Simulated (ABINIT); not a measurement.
Here is an ABINIT 10.8.3 (patched build) calculation.

File run.abi:

```
pp_dirpath "./"
pseudos "Si.upf"

acell 3.8680117526 3.8680117526 3.8680117526 Angstrom
rprim
     0.0000000000     0.7071067812     0.7071067812
     0.7071067812     0.0000000000     0.7071067812
     0.7071067812     0.7071067812     0.0000000000
ntypat 1
znucl 14
natom 2
typat 1 1
xred
     0.5000000000     0.5000000000     0.5000000000
     0.7500000000     0.7500000000     0.7500000000
chkprim 0
chksymtnons 0
tolsym 1.0e-6

ecut 18.0

kptopt 1
ngkpt 6 6 6
nshiftk 1
shiftk 0.0 0.0 0.0

ixc 11

nband 8
occopt 3
tsmear 0.05 eV

nstep 100
tolvrs 1.0e-10

iomode 3
prtwf 0
prtden 0
prteig 0
prtebands 0
enunit 1
```

Potentials or basis: PseudoDojo NC SR PBE v0.4 stringent.

Launch:

```bash
$ abinit run.abi > log 2>&1
```

**Question.** Estimate the band gap on the k mesh.

**Answer.** 0.75 eV, indirect (least direct gap 2.54 eV).

**Question.** Estimate the pressure.

**Answer.** 0.0 GPa.

A k mesh can miss the band edges.
